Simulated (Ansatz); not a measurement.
**The equilibrium volume of CdS, sorted by core time**

The structure is cubic, space group F-43m (No. 216). The conventional cell has a = 5.833 Å, b = 5.833 Å, c = 5.833 Å, α = 90.00°, β = 90.00°, γ = 90.00°. Cd (site symmetry -43m) has 4 S at 2.53 Å as nearest neighbours. S (site symmetry -43m) has 4 Cd at 2.53 Å as nearest neighbours.

```csv
rung,level,program and potentials,cutoff (eV),k mesh,smearing,task,spin,core time,chip,equilibrium volume (Å³/atom),miss,notes
LDA,LDA,"Ansatz, Ansatz PAW",420,8 × 8 × 8,fermi-dirac 0.05,relaxation of cell and atoms,off,6.5 s,Arm Neoverse V1,23.84,-3.5 %,"potentials made for PBE, which Ansatz adapts in part"
GGA + dispersion,PBEsol+D3(BJ)+ATM,"Ansatz, Ansatz PAW",420,8 × 8 × 8,fermi-dirac 0.05,relaxation of cell and atoms,off,7.5 s,Intel Xeon,24.10,-2.5 %,"potentials made for PBE, which Ansatz adapts in part"
GGA + dispersion,PBE+D3(BJ),"Ansatz, Ansatz PAW",420,8 × 8 × 8,fermi-dirac 0.05,relaxation of cell and atoms,off,13 s,Intel Xeon Skylake/Cascade Lake,25.05,+1.4 %,-
GGA + dispersion,PBEsol+D3(BJ),"Ansatz, Ansatz PAW",420,8 × 8 × 8,fermi-dirac 0.05,relaxation of cell and atoms,off,13 s,Intel Xeon Skylake/Cascade Lake,24.01,-2.8 %,"potentials made for PBE, which Ansatz adapts in part"
GGA,PBEsol,"Ansatz, Ansatz PAW",420,8 × 8 × 8,fermi-dirac 0.05,equation of state,off,16 s,Intel Xeon,(a),?,"potentials made for PBE, which Ansatz adapts in part"
GGA,revPBE,"Ansatz, all-electron LAPW, scalar-relativistic",-,8 × 8 × 8,fermi-dirac 0.05,relaxation of cell and atoms,off,18 s,Intel Xeon Platinum 8488C Sapphire Rapids,26.80,+8.5 %,-
meta-GGA,r2SCAN,"Ansatz, Ansatz PAW",500,8 × 8 × 8,fermi-dirac 0.05,equation of state,off,22 s,Intel Xeon,25.38,+2.7 %,"potentials made for PBE, which Ansatz adapts in part"
GGA,PBE,"Ansatz, Ansatz PAW",420,8 × 8 × 8,fermi-dirac 0.05,equation of state,"SOC, no magnetisation",51 s,AMD EPYC 7B13 Zen 3,26.00,+5.2 %,-
hybrid,B3LYP,"Ansatz, Ansatz PAW",420,4 × 4 × 4,fermi-dirac 0.05,relaxation of cell and atoms,off,62 s,Intel Xeon,26.64,+7.8 %,"coarse mesh; potentials made for PBE, which Ansatz adapts in part"
hybrid,HSE06,"Ansatz, Ansatz PAW",420,4 × 4 × 4,fermi-dirac 0.05,relaxation of cell and atoms,off,64 s,Intel Xeon,25.55,+3.4 %,"coarse mesh; potentials made for PBE, which Ansatz adapts in part"
GGA,PBE,"Ansatz, all-electron LAPW, scalar-relativistic",-,8 × 8 × 8,fermi-dirac 0.05,equation of state,off,88 s,Arm Neoverse V2,(b),?,-
hybrid,BHLYP,"Ansatz, Ansatz PAW",420,4 × 4 × 4,fermi-dirac 0.05,equation of state,off,1.8 min,AMD EPYC 7B13 Zen 3,26.17,+5.9 %,"coarse mesh; potentials made for PBE, which Ansatz adapts in part"
hybrid,r2SCAN0,"Ansatz, Ansatz PAW",500,4 × 4 × 4,fermi-dirac 0.05,equation of state,off,2 min,INTEL XEON PLATINUM 8581C Emerald Rapids,25.20,+2.0 %,"coarse mesh; potentials made for PBE, which Ansatz adapts in part"
```

Times are single runs on shared hosts and different chips, so they are rough; meshes, cutoffs and the tasks' sizes weigh on the time. Smearing widths are in eV. Meshes differ between rows, which moves values too. Meshes are those of the run's cell of 2 atoms unless a note names another. Relaxations start from the cell shown or near it and stop with a little pressure left. Misses use the values as printed. Runs on faulty files, with rough fits or with known faults for this quantity aren't shown.

Measured: 24.71 Å³/atom at 300 K (a printed reference work). The runs are for a static lattice.

Problem. Estimate the values left out from the other rows.

Solution. (a) 24.70 Å³/atom, miss -0.0 %; (b) 26.03 Å³/atom, miss +5.3 %.
